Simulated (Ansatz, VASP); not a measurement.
**Two plane-wave programs on Al2Cu**

```
Al Cu
1.0
    -2.99890    2.99890    2.39274
     2.99890   -2.99890    2.39274
     2.99890    2.99890   -2.39274
Al Cu
4 2
Direct
  0.34139 0.15861 0.50000
  0.15861 0.65861 0.81721
  0.84139 0.34139 0.18279
  0.65861 0.84139 0.50000
  0.75000 0.75000 0.00000
  0.25000 0.25000 0.00000
```

The cell is a database's computed one.

Alike in both runs: task single point; functional LDA; k mesh 6 × 6 × 6; occupations gaussian, width 0.1 eV; no spin polarisation.

|  | VASP | Ansatz |
| --- | --- | --- |
| version | VASP 6.6.1 | Ansatz 0.2.0 |
| potentials or method | VASP PAW LDA potentials, release 64 (Al, Cu) | scalar-relativistic, plane waves, PAW |
| plane-wave cutoff (eV) | 520 | 420 |
| valence electrons in the cell | 34 | 50 |

|  | VASP | Ansatz | Ansatz less VASP |
| --- | --- | --- | --- |
| gap on the k mesh at the Fermi level (eV) | none | none | - |
| pressure (GPa) | -2.2 | -2.4 | -0.22 |
| largest component of the traceless stress (GPa) | 2.20 | 2.27 | +0.067 |
| rms of the force components (eV/Å) | 0.025 | 0.026 | +0.0015 |

Atom by atom the forces differ by 0.001 eV/Å (rms over components). A gap of «none» marks a metal or a gap that the smearing closes. The two sets of potentials don't hold the same shells in valence. Ansatz warned: «pseudo_functional_mismatch».
